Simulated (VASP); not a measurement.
Here is a VASP 6.6.1 calculation.

INCAR

```
ALGO = Normal
EDIFF = 1E-6
ENCUT = 520
GGA = CA
ISIF = 2
ISMEAR = 0
LASPH = T
LCHARG = F
LREAL = F
LWAVE = F
NELM = 60
PREC = Accurate
SIGMA = 0.02
```

The input KPOINTS:

```
k-points
0
Gamma
  12 12 12
```

POSCAR

```
Al
2.7561
   -0.577344323501      0.577344323501      0.577344323501
    0.577344323501     -0.577344323501      0.577344323501
    0.577344323501      0.577344323501     -0.577344323501
Al
1
Direct
    0.0000000000      0.0000000000      0.0000000000
```

Potentials or basis: VASP PAW LDA potentials, release 64 (Al).

The run is started by

```bash
$ cat potpaw_LDA.64/Al/POTCAR > POTCAR
$ mpirun -np 1 vasp_std > vasp.out
```

(1) What does it give for the pressure?

(2) What does it give for the band gap on the k mesh?

Results:

(1) 0.6 GPa.

(2) none (metal or under the smearing width).
